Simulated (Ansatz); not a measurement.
All numbers below come from DFT PBE, scalar-relativistic, plane waves, PAW (Ansatz). Several structures of In3GaAs4 were relaxed, and the powder pattern of one of them was computed from 10° to 70° in 2θ (λ = 1.5406 Å; lines under 1 % are left out).

Cu Kα1 powder pattern (kinematic, no thermal factors).
2θ (°) (relative intensity): 12.51 (1), 18.82 (2), 23.94 (100), 24.77 (3), 25.18 (57), 27.10 (74), 30.63 (2), 35.02 (38), 40.05 (5), 42.11 (87), 45.56 (86), 49.02 (14), 49.70 (52), 50.80 (13), 55.89 (10), 59.52 (2), 63.77 (31), 64.35 (2), 66.57 (11), 68.05 (10), 68.79 (1)

Task: Which structure gives it?
A. Space group P-43m (No. 215), cubic, a = 6.077 Å. In is surrounded by 4 As at 2.67 Å; Ga has 4 As at 2.53 Å; around As lie 1 Ga at 2.53 Å and 3 In at 2.67 Å.
B. Space group P-4m2 (No. 115), tetragonal, a = 4.290 Å, c = 12.202 Å. In on a site of symmetry 2mm has 4 As at 2.66–2.67 Å; Ga has 4 As at 2.54 Å; As on its first site is surrounded by 2 Ga at 2.54 Å and 2 In at 2.67 Å; 2 more sites not described.
C. Space group P3m1 (No. 156), trigonal, a = 4.288 Å, c = 14.136 Å. In on its first site is surrounded by 4 As at 2.65–2.68 Å; Ga has 4 As at 2.50–2.59 Å; As on its first site has 4 In at 2.65–2.68 Å; 5 more sites not described.

Result: C. Its strongest line, at 2θ = 23.94°, has d = λ/(2 sin θ) = 3.713 Å and is the (1 0 0) reflection of the conventional P3m1 cell with a = 4.288 Å, c = 14.136 Å. The others have their strongest lines at 25.4° (A); 25.4° (B).

The cells needn't be stable.
